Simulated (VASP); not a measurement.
# Rb in VASP: further runs

One molecule, Rb, is run at these levels: RPBE+D3(BJ), optB86b-vdW, rev-vdW-DF2; tasks: single point.

All numbers are computed with VASP 6.6.1; they aren't measurements. Logs are shortened: lines on timing, memory, paths and dates and some standing lists are left out, and cuts for length are marked.

## (1) The structure

The cell holds a molecule in a box, 1 atom: a = 10.500 Å, b = 11.000 Å, c = 11.500 Å, α = 90.00°, β = 90.00°, γ = 90.00°.

## (2) Single point, RPBE+D3(BJ), collinear spin, ferromagnetic start

Input file INCAR:

```
PREC = Accurate ; ENCUT = 400
EDIFF = 1E-6 ; ISMEAR = 0
SIGMA = 0.01 ; LREAL = F
LASPH = T ; NELM = 100
ALGO = Normal ; ISIF = 2
LWAVE = F ; LCHARG = F
ISPIN = 2 ; MAGMOM = 0.5
LORBIT = 11 ; NUPDOWN = 1
GGA = RP ; IVDW = 12
NBANDS = 14 ; ISYM = 0
```

Input file KPOINTS:

```
Automatic mesh
0
Gamma
  1 1 1
```

Input file POSCAR:

```
Rb                                      
1.0
   10.5000000000      0.0000000000      0.0000000000
    0.0000000000     11.0000000000      0.0000000000
    0.0000000000      0.0000000000     11.5000000000
  Rb            
     1
Selective dynamics
Direct
     0.5000000000000000    0.5045454544999970    0.5000000000000000   F   F   F
```

Potentials or basis: VASP PAW PBE potentials, release 64 (Rb_sv).

Launch:

```
cat potpaw_PBE.64/Rb_sv/POTCAR > POTCAR
mpirun -np 4 vasp_gam > vasp.out
```

OUTCAR:

```text
PREC = Accurate
   ENCUT = 400
   EDIFF = 1E-6
   ISMEAR = 0
   LREAL = F
   LASPH = T
   NELM = 100
   ISIF = 2
   ISPIN = 2
   LORBIT = 11
   NUPDOWN = 1
   GGA = RP
   IVDW = 12
   ISYM = 0
 IVDW          = 12

 ion  position               nearest neighbor table
   1  0.500  0.505  0.500-

IMPORTANT INFORMATION: All symmetrisations will be switched off!
NOSYMM: (Re-)initialisation of all symmetry stuff for point group C_1.

----------------------------------------------------------------------------------------

                                     Primitive cell

  volume of cell :    1328.2500

  direct lattice vectors                    reciprocal lattice vectors
    10.500000000  0.000000000  0.000000000     0.095238095  0.000000000  0.000000000
     0.000000000 11.000000000  0.000000000     0.000000000  0.090909091  0.000000000
     0.000000000  0.000000000 11.500000000     0.000000000  0.000000000  0.086956522

  length of vectors
    10.500000000 11.000000000 11.500000000     0.095238095  0.090909091  0.086956522

  position of ions in fractional coordinates (direct lattice)
     0.500000000  0.504545454  0.500000000

  ion indices of the primitive-cell ions
   primitive index   ion index
                 1           1

----------------------------------------------------------------------------------------

 KPOINTS: Automatic mesh

Automatic generation of k-mesh.
 Grid dimensions read from file:
 generate k-points for:    1    1    1

 Generating k-lattice:

  Cartesian coordinates                     Fractional coordinates (reciprocal lattice)
     0.095238095  0.000000000  0.000000000     1.000000000  0.000000000  0.000000000
     0.000000000  0.090909091  0.000000000     0.000000000  1.000000000  0.000000000
     0.000000000  0.000000000  0.086956522     0.000000000  0.000000000  1.000000000

  Length of vectors
     0.095238095  0.090909091  0.086956522

  Shift w.r.t. Gamma in fractional coordinates (k-lattice)
     0.000000000  0.000000000  0.000000000

 Subroutine IBZKPT returns following result:
 ===========================================

 Found      1 irreducible k-points:

 Following reciprocal coordinates:
            Coordinates               Weight
  0.000000  0.000000  0.000000      1.000000
   k-points           NKPTS =      1   k-points in BZ     NKDIM =      1   number of bands    NBANDS=     16
   number of dos      NEDOS =    301   number of ions     NIONS =      1
   total plane-waves  NPLWV = 403200
   dimension x,y,z NGX =    70 NGY =   72 NGZ =   80
   dimension x,y,z NGXF=   140 NGYF=  144 NGZF=  160
   ions per type =               1
   NGX,Y,Z   is equivalent  to a cutoff of  11.08, 10.88, 11.56 a.u.
   NGXF,Y,Z  is equivalent  to a cutoff of  22.17, 21.76, 23.13 a.u.
 SYSTEM =  unknown system
   PREC   = accura    normal or accurate (medium, high low for compatibility)
   ISTART =      0    job   : 0-new  1-cont  2-samecut
   ICHARG =      2    charge: 1-file 2-atom 10-const
   ISPIN  =      2    spin polarized calculation?
   LNONCOLLINEAR =      F non collinear calculations
   LSORBIT =      F    spin-orbit coupling
   LASPH  =      T    aspherical Exc in radial PAW
   ENCUT  =  400.0 eV  29.40 Ry    5.42 a.u.  17.12 17.94 18.75*2*pi/ulx,y,z
   NELM   =    100;   NELMIN=  2; NELMDL= -5     # of ELM steps
   EDIFF  = 0.1E-05   stopping-criterion for ELM
   LREAL  =      F    real-space projection
   EDIFFG = 0.1E-04   stopping-criterion for IOM
   NSW    =      0    number of steps for IOM
   IBRION =     -1    ionic relax: 0-MD 1-quasi-New 2-CG
   NFREE  =      0    steps in history (QN), initial steepest desc. (CG)
   ISIF   =      2    stress and relaxation
   ISYM   =      0    0-nonsym 1-usesym 2-fastsym
   POTIM  = 0.5000    time-step for ionic-motion
   TEBEG  =    0.0;   TEEND  =   0.0 temperature during run
   PSTRESS=    0.0 pullay stress
   NELECT =       9.0000    total number of electrons
   NUPDOWN=       1.0000    fix difference up-down
   EMIN   =  10.00;   EMAX   =-10.00  energy-range for DOS
   EFERMI =   0.00;   METHOD = LEGACY
   ISMEAR =     0;   SIGMA  =   0.01  broadening in eV -4-tet -1-fermi 0-gaus
   EFERMI_NEDOS =   21; number of points for ismear=-14 and -15
   IALGO  =     38    algorithm
   IMIX   =      4    mixing-type and parameters
     AMIX     =   0.40;   BMIX     =  1.00
     AMIX_MAG =   1.60;   BMIX_MAG =  1.00
  volume/ion in A,a.u.               =    1328.25      8963.47
  Fermi-wavevector in a.u.,A,eV,Ry     =   0.309786  0.585411  1.305719  0.095968
  Thomas-Fermi vector in A             =   1.186821
   LORBIT       =     11    0 simple, 1 ext, 2 COOP (PROOUT), +10 PAW based schemes
   GGA     = RP    functional components
   LHFCALC =     F    Hartree Fock is set to
   AEXX    =    0.0000 exact exchange contribution
   IVDW    =    12    specifies the selected vdW correction
   LEPSILON=     F    determine dielectric tensor
   LRPA    =     F    only Hartree local field effects (RPA)
 spin polarized calculation
 Gauss-broadening in eV      SIGMA  =   0.01
  energy-cutoff  :      400.00
  volume of cell :     1328.25
 maximum number of plane-waves:     12033
 NGX is ok and might be reduce to    70
   NGX = 35   NGY = 35   NGZ = 37

 number of electron       9.0000000 magnetization       1.0000011

 Free energy of the ion-electron system (eV)
  ---------------------------------------------------
  ext. energy  EPLUGINS =         0.00000000
  ---------------------------------------------------
  free energy    TOTEN  =        -0.16742988 eV

  energy without entropy =       -0.16742988  energy(sigma->0) =       -0.16742988

 E-fermi : -15.6679     XC(G=0):  -0.8570

 val. band max:       -2.2578898992   @ k =   0.0000   0.0000   0.0000
 cond. band min:      -1.5737083192   @ k =   0.0000   0.0000   0.0000
 fundamental gap:      0.6841815801
 Fermi energy:        -2.1433879884

 spin component 1

 k-point     1 :       0.0000    0.0000    0.0000
  band No.  band energies     occupation
      1     -31.7502      1.00000
      2     -15.8439      1.00000
      3     -15.8427      1.00000
      4     -15.8409      1.00000
      5      -2.2579      1.00000
      6      -0.5981      0.00000
[... 8 lines left out ...]
     15       1.0568      0.00000
     16       1.0974      0.00000
 Fermi energy:       -15.6679179110

 spin component 2

 k-point     1 :       0.0000    0.0000    0.0000
  band No.  band energies     occupation
      1     -31.6997      1.00000
      2     -15.7669      1.00000
      3     -15.7655      1.00000
      4     -15.7634      1.00000
      5      -1.5737      0.00000
      6       0.4303      0.00000
[... 8 lines left out ...]
     15       2.0423      0.00000
     16       2.0894      0.00000

------------------------ aborting loop because EDIFF is reached ----------------------------------------

 Edisp (eV)   -0.01237

 E8    (eV) :    -0.0038

  FORCE on cell =-STRESS in cart. coord.  units (eV):
  Direction    XX          YY          ZZ          XY          YZ          ZX
  --------------------------------------------------------------------------------------
  -------------------------------------------------------------------------------------
  Total      -0.20914    -0.15830    -0.12248     0.00000     0.00000     0.00000
  in kB      -0.25227    -0.19095    -0.14774     0.00000     0.00000     0.00000
  external pressure =       -0.20 kB  Pullay stress =        0.00 kB

 VOLUME and BASIS-vectors are now :
 -----------------------------------------------------------------------------
  energy-cutoff  :      400.00
  volume of cell :     1328.25
      direct lattice vectors                 reciprocal lattice vectors
    10.500000000  0.000000000  0.000000000     0.095238095  0.000000000  0.000000000
     0.000000000 11.000000000  0.000000000     0.000000000  0.090909091  0.000000000
     0.000000000  0.000000000 11.500000000     0.000000000  0.000000000  0.086956522

 POSITION                                       TOTAL-FORCE (eV/Angst)
 -----------------------------------------------------------------------------------
      5.25000      5.55000      5.75000        -0.000000      0.000013     -0.000000
 -----------------------------------------------------------------------------------
    total drift:                               -0.000000      0.000013     -0.000000

  FREE ENERGIE OF THE ION-ELECTRON SYSTEM (eV)
  ---------------------------------------------------
  free  energy   TOTEN  =        -0.1797966281 eV

  energy  without entropy=       -0.1797966281  energy(sigma->0) =       -0.17979663

 total charge

# of ion       s       p       d       tot
------------------------------------------
    1        1.971   5.312   0.000   7.283

 magnetization (x)

# of ion       s       p       d       tot
------------------------------------------
    1        0.040   0.000   0.000   0.040
```

Run time: 76 s. Hardware: 4 MPI ranks of Intel Xeon Platinum 8488C (Sapphire Rapids), shared host; peak memory 0.38 GiB.

What came out:

* Free energy: -0.1798 eV
* Net moment: 1.00 μB per cell
* Site moments: Rb +0.04 μB
* Valence electrons inside the program's atomic spheres: Rb 7.28
* Dispersion energy per atom: -0.012 eV

Caveat: the PAW data sets were made with another functional, which shifts forces and pressure a little; the total moment is fixed, so each spin has its own Fermi level.

## (3) Single point, optB86b-vdW, collinear spin, ferromagnetic start

INCAR: that of step 2 with these lines changed.

```diff
@@ -8,3 +8,5 @@
 LORBIT = 11 ; NUPDOWN = 1
-GGA = RP ; IVDW = 12
-NBANDS = 14 ; ISYM = 0
+GGA = MK ; LUSE_VDW = T
+AGGAC = 0.0 ; PARAM1 = 0.1234
+PARAM2 = 1.0 ; NBANDS = 14
+ISYM = 0
```

KPOINTS is that of step 2.

POSCAR is that of step 2.

Potentials or basis: VASP PAW PBE potentials, release 64 (Rb_sv).

Launch:

```
cat potpaw_PBE.64/Rb_sv/POTCAR > POTCAR
mpirun -np 4 vasp_gam > vasp.out
```

Wall time 6.1 min (4 MPI ranks of Intel Xeon Platinum 8488C (Sapphire Rapids), shared host); peak memory 0.86 GiB.

The run converged. Its results:

```yaml
Free_energy: 2.0002 eV
Net_moment: 1.00 μB per cell
Site_moments: Rb +0.04 μB
Valence_electrons_inside_the_program's_atomic_spheres: Rb 7.29
```

Caveat: the PAW data sets were made with another functional, which shifts forces and pressure a little; the total moment is fixed, so each spin has its own Fermi level.

## (4) Single point, rev-vdW-DF2, collinear spin, ferromagnetic start

INCAR: that of step 3 with these lines changed.

```diff
@@ -10,3 +10,3 @@
 AGGAC = 0.0 ; PARAM1 = 0.1234
-PARAM2 = 1.0 ; NBANDS = 14
-ISYM = 0
+PARAM2 = 0.711357 ; ZAB_VDW = -1.8867
+NBANDS = 14 ; ISYM = 0
```

KPOINTS is that of step 3.

POSCAR is that of step 3.

Potentials or basis: VASP PAW PBE potentials, release 64 (Rb_sv).

Launch:

```
cat potpaw_PBE.64/Rb_sv/POTCAR > POTCAR
mpirun -np 4 vasp_gam > vasp.out
```

OUTCAR:

```text
PREC = Accurate
   ENCUT = 400
   EDIFF = 1E-6
   ISMEAR = 0
   LREAL = F
   LASPH = T
   NELM = 100
   ISIF = 2
   ISPIN = 2
   LORBIT = 11
   NUPDOWN = 1
   GGA = MK
   ISYM = 0

 ion  position               nearest neighbor table
   1  0.500  0.505  0.500-

IMPORTANT INFORMATION: All symmetrisations will be switched off!
NOSYMM: (Re-)initialisation of all symmetry stuff for point group C_1.

----------------------------------------------------------------------------------------

                                     Primitive cell

[... 172 lines left out ...]
  Total       -0.1767628     -0.1340940     -0.1025070      0.0000003     -0.0000004     -0.0000007
  in kB       -0.2132170     -0.1617484     -0.1236472      0.0000003     -0.0000005     -0.0000008
  external PRESSURE =      -0.1662042 kB  Pullay stress =       0.0000000 kB

 VOLUME and BASIS-vectors are now :
 -----------------------------------------------------------------------------
  energy-cutoff  :      400.00
  volume of cell :     1328.25
      direct lattice vectors                 reciprocal lattice vectors
    10.500000000  0.000000000  0.000000000     0.095238095  0.000000000  0.000000000
     0.000000000 11.000000000  0.000000000     0.000000000  0.090909091  0.000000000
     0.000000000  0.000000000 11.500000000     0.000000000  0.000000000  0.086956522

 POSITION                                       TOTAL-FORCE (eV/Angst)
 -----------------------------------------------------------------------------------
      5.25000      5.55000      5.75000        -0.000002      0.000029      0.000002
 -----------------------------------------------------------------------------------
    total drift:                               -0.000002      0.000029      0.000002

  FREE ENERGIE OF THE ION-ELECTRON SYSTEM (eV)
  ---------------------------------------------------
  free  energy   TOTEN  =         1.7133327762 eV

  energy  without entropy=        1.7133327762  energy(sigma->0) =        1.71333278

Total vdW correction in eV:      1.8667865

 total charge

# of ion       s       p       d       tot
------------------------------------------
    1        1.972   5.321   0.000   7.293

 magnetization (x)

# of ion       s       p       d       tot
------------------------------------------
    1        0.045  -0.000   0.000   0.044
```

OSZICAR:

```text
N       E                     dE             d eps       ncg     rms          rms(c)
DAV:   1     0.962506156853E+02    0.96251E+02   -0.16282E+03    80   0.212E+02
DAV:   2     0.290482988418E+02   -0.67202E+02   -0.64306E+02    88   0.597E+01
[... 15 lines left out ...]
DAV:  18     0.171326043986E+01   -0.45704E-04   -0.42128E-05    64   0.135E-02    0.434E-04
DAV:  19     0.171330237106E+01    0.41931E-04   -0.18207E-05    64   0.114E-02    0.188E-04
DAV:  20     0.171332170691E+01    0.19336E-04   -0.72635E-06    64   0.701E-03    0.115E-04
DAV:  21     0.171332832806E+01    0.66211E-05   -0.34162E-06    80   0.477E-03    0.716E-05
DAV:  22     0.171333206853E+01    0.37405E-05   -0.21800E-06    64   0.419E-03    0.577E-05
DAV:  23     0.171333277620E+01    0.70767E-06   -0.28590E-06    64   0.454E-03
   1 F= 0.17133328E+01 E0= 0.17133328E+01  d E =-.146119E-14  mag=     1.0000
```

Run time: 6.1 min. Hardware: 4 MPI ranks of Intel Xeon Platinum 8488C (Sapphire Rapids), shared host; peak memory 0.86 GiB.

Results:

* Free energy: 1.7133 eV
* Net moment: 1.00 μB per cell
* Site moments: Rb +0.04 μB
* Valence electrons inside the program's atomic spheres: Rb 7.29

Caveat: the PAW data sets were made with another functional, which shifts forces and pressure a little; the total moment is fixed, so each spin has its own Fermi level.

## (5) The runs side by side

```csv
level,moment (μB)
RPBE+D3(BJ),1.00
optB86b-vdW,1.00
rev-vdW-DF2,1.00
```

Alike in all rows: task single point; potentials or basis VASP PAW PBE potentials, release 64 (Rb_sv); spin collinear, ferromagnetic start; fixed moment (μB) 1; cell as given; k mesh 1 × 1 × 1; cutoff (eV) 400; smearing gaussian 0.01 eV.

Caveats: the PAW data sets were made with another functional, which shifts forces and pressure a little; the total moment is fixed, so each spin has its own Fermi level.

Absolute energies hang on the potentials; compare differences alone.
